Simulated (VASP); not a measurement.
# CaF2 (Fluorite) (Fm-3m) in VASP: a series of runs, part 2 of 2

VASP 6.6.1.

### 3 Dielectric tensor, LDA

Input file INCAR:

```
PREC     = Accurate       # precision mode
ENCUT    = 600            # plane-wave cutoff, eV
EDIFF    = 1E-8           # SCF threshold, eV
ISMEAR   = 0              # smearing method
SIGMA    = 0.03           # smearing width, eV
LREAL    = False          # projectors in reciprocal space
LASPH    = True           # aspherical terms in the spheres
NELM     = 80             # most SCF steps
ALGO     = Normal         # electronic algorithm
ISIF     = 2              # what is computed and relaxed
LWAVE    = False          # write WAVECAR
LCHARG   = False          # write CHGCAR
GGA      = CA             # functional
LEPSILON = True           # dielectric tensor by DFPT
KPAR     = 2
```

Input file KPOINTS:

```
regular mesh
0
Monkhorst-Pack
  14 14 14
```

Input file POSCAR:

```
CaF2                                    
1.0
    0.0000000000      2.6669704920      2.6669704920
    2.6669704920     -0.0000000000      2.6669704920
    2.6669704920      2.6669704920      0.0000000000
  Ca              F             
     1     2
Direct
     1.0000000000000000    0.0000000000000000    1.0000000000000000
     0.2500000000000000    0.2500000000000000    0.2500000000000000
     0.7500000000000000    0.7500000000000000    0.7500000000000000
```

Potentials or basis: VASP PAW LDA potentials, release 64 (Ca_sv, F).

On the command line:

```
$ cat potpaw_LDA.64/Ca_sv/POTCAR potpaw_LDA.64/F/POTCAR > POTCAR
$ mpirun -np 2 vasp_std > vasp.out
```

OUTCAR:

```text
PREC = Accurate
   ENCUT = 600
   EDIFF = 1E-8
   ISMEAR = 0
   LREAL = False
   LASPH = True
   NELM = 80
   ISIF = 2
   GGA = CA
   LEPSILON = True

 ion  position               nearest neighbor table
   1  0.000  0.000  0.000-   3 2.31   3 2.31   2 2.31   2 2.31   3 2.31   2 2.31   3 2.31   2 2.31

   2  0.250  0.250  0.250-   1 2.31   1 2.31   1 2.31   1 2.31
   3  0.750  0.750  0.750-   1 2.31   1 2.31   1 2.31   1 2.31

  LATTYP: Found a face centered cubic cell.
 ALAT       =     5.3339409840

  Lattice vectors:

 A1 = (   0.0000000000,   2.6669704920,   2.6669704920)
 A2 = (   2.6669704920,   0.0000000000,   2.6669704920)
 A3 = (   2.6669704920,   2.6669704920,   0.0000000000)

Analysis of symmetry for initial positions (statically):
=====================================================================
 Subroutine PRICEL returns:
 Original cell was already a primitive cell.

 Routine SETGRP: Setting up the symmetry group for a
 face centered cubic supercell.

 Subroutine GETGRP returns: Found 48 space group operations
 (whereof 48 operations were pure point group operations)
 out of a pool of 48 trial point group operations.

The static configuration has the point symmetry O_h .

Analysis of symmetry for dynamics (positions and initial velocities):
=====================================================================
 Subroutine PRICEL returns:
 Original cell was already a primitive cell.

 Routine SETGRP: Setting up the symmetry group for a
 face centered cubic supercell.

 Subroutine GETGRP returns: Found 48 space group operations
 (whereof 48 operations were pure point group operations)
[... 644 lines left out ...]
 ------------------------------------------------------
           2.479463     0.000000    -0.000000
           0.000000     2.479463     0.000000
           0.000000     0.000000     2.479463
 ------------------------------------------------------

 Free energy of the ion-electron system (eV)
  ---------------------------------------------------
  ---------------------------------------------------
  free energy    TOTEN  =        -0.15117946 eV

  energy without entropy =       -0.15117946

------------------------ aborting loop because EDIFF is reached ----------------------------------------

--------------------------------------- Ionic step        2  -------------------------------------------

------------------------ aborting loop because EDIFF is reached ----------------------------------------

--------------------------------------- Ionic step        3  -------------------------------------------

 Free energy of the ion-electron system (eV)
  ---------------------------------------------------
  ---------------------------------------------------
  free energy    TOTEN  =        -0.15117942 eV

  energy without entropy =       -0.15117942

------------------------ aborting loop because EDIFF is reached ----------------------------------------

 PIEZOELECTRIC TENSOR FIELD DIRECTION 3  (e Angst)
 -----------------------------------------------------------------------------
     0.00011  0.00000 -0.00000           (  0.00000  0.00000  0.00000)
    -0.00000  0.00011  0.00000           (  0.00000  0.00000  0.00000)
     0.00000 -0.00000 -0.00015           (  0.00000  0.00000 -0.00001)

 PIEZOELECTRIC TENSOR FIELD DIRECTION 3  (C/m^2)
 -----------------------------------------------------------------------------
     0.00004  0.00000 -0.00000
    -0.00000  0.00004  0.00000
     0.00000 -0.00000 -0.00006

 MACROSCOPIC STATIC DIELECTRIC TENSOR (including local field effects in DFT)
 ------------------------------------------------------
           2.359694    -0.000000    -0.000000
           0.000000     2.359694     0.000000
           0.000000     0.000000     2.359694
 ------------------------------------------------------

 PIEZOELECTRIC TENSOR (including local field effects)  for field in x, y, z        (e  Angst)
          XX          YY          ZZ          XY          YZ          ZX
  --------------------------------------------------------------------------------
  x     0.00000     0.00000     0.00000     0.00000     0.00000     0.00000
  y     0.00000     0.00000     0.00000     0.00000     0.00000     0.00000
  z     0.00000     0.00000     0.00000     0.00000     0.00000     0.00000

 PIEZOELECTRIC TENSOR (including local field effects)  for field in x, y, z        (C/m^2)
          XX          YY          ZZ          XY          YZ          ZX
  --------------------------------------------------------------------------------
  x     0.00000     0.00000     0.00000     0.00000     0.00000     0.00000
  y     0.00000     0.00000     0.00000     0.00000     0.00000     0.00000
  z     0.00000     0.00000     0.00000     0.00000     0.00000     0.00000

 BORN EFFECTIVE CHARGES (including local field effects) (in |e|, cummulative output)
 ---------------------------------------------------------------------------------
 ion    1
    1     2.37715     0.00000     0.00000
    2     0.00000     2.37715     0.00000
    3     0.00000     0.00000     2.37715
 ion    2
    1    -1.18858     0.00000     0.00000
    2     0.00000    -1.18858     0.00000
    3     0.00000     0.00000    -1.18858
 ion    3
    1    -1.18858     0.00000     0.00000
    2     0.00000    -1.18858     0.00000
    3     0.00000     0.00000    -1.18858
```

OSZICAR:

```text
N       E                     dE             d eps       ncg     rms          rms(c)
DAV:   1     0.238942108947E+03    0.23894E+03   -0.15173E+04  8960   0.172E+03
DAV:   2    -0.100313842695E+02   -0.24897E+03   -0.24400E+03 11448   0.416E+02
DAV:   3    -0.199366267496E+02   -0.99052E+01   -0.98977E+01 10272   0.944E+01
[... 11 lines left out ...]
RMM:  11    -0.151178741231E+00   -0.85745E-05   -0.29720E-06 52360   0.408E-03    0.381E-04
RMM:  12    -0.151179799724E+00   -0.10585E-05   -0.16383E-06 59696   0.163E-03    0.169E-04
RMM:  13    -0.151179224250E+00    0.57547E-06   -0.64094E-07 60486   0.712E-04    0.582E-05
RMM:  14    -0.151179283882E+00   -0.59632E-07   -0.33837E-07 55720   0.309E-04    0.826E-05
RMM:  15    -0.151179236904E+00    0.46978E-07   -0.14201E-07 45241   0.169E-04    0.879E-05
RMM:  16    -0.151179423191E+00   -0.18629E-06   -0.72508E-08 39726   0.120E-04    0.204E-05
RMM:  17    -0.151179421981E+00    0.12099E-08   -0.19931E-08 27593   0.712E-05    0.230E-05
```

stdout:

```text
POSCAR found type information on POSCAR CaF
 POSCAR found :  2 types and       3 ions
 scaLAPACK will be used
 LDA part: xc-table for (Slater(with rela. corr.)+CA(PZ))
 , standard interpolation
 -----------------------------------------------------------------------------
|                                                                             |
|           W    W    AA    RRRRR   N    N  II  N    N   GGGG   !!!           |
[... 38 lines left out ...]
  Direction:   1
 dielectric tensor                  component  1 :     2.360     0.003    -0.003
 Linear response to external field, progress :
  Direction:   2
 dielectric tensor                  component  2 :     0.003     2.360    -0.003
 Linear response to external field, progress :
  Direction:   3
 dielectric tensor                  component  3 :     0.002    -0.002     2.360
 Born effective charges drift removed
```

Wall time 33 min (2 MPI ranks of Intel Xeon Platinum 8488C (Sapphire Rapids), shared host); peak memory 1.2 GiB.

What came out:

```yaml
Electronic_dielectric_tensor_diagonal: 2.36
Born_charges_mean_of_the_diagonal: Ca +2.38; F -1.19 e
```

Levels at points of the mesh, in eV from the valence-band top:
| k point | band 9 | band 10 | band 11 | band 12 | band 13 | band 14 | band 15 | band 16 |
| --- | --- | --- | --- | --- | --- | --- | --- | --- |
| (0.04, 0.04, 0.04) | -2.39 | -0.28 | -0.27 | -0.27 | 7.38 | 9.31 | 9.31 | 11.76 |

Electronic dielectric tensor:
```
2.36 0.00 0.00
0.00 2.36 0.00
0.00 0.00 2.36
```

Born effective charge tensors (e):
atom 1, Ca
```
2.38 0.00 0.00
0.00 2.38 0.00
0.00 0.00 2.38
```
atom 2, F
```
-1.19  0.00  0.00
 0.00 -1.19  0.00
 0.00  0.00 -1.19
```
atom 3, F
```
-1.19  0.00  0.00
 0.00 -1.19  0.00
 0.00  0.00 -1.19
```
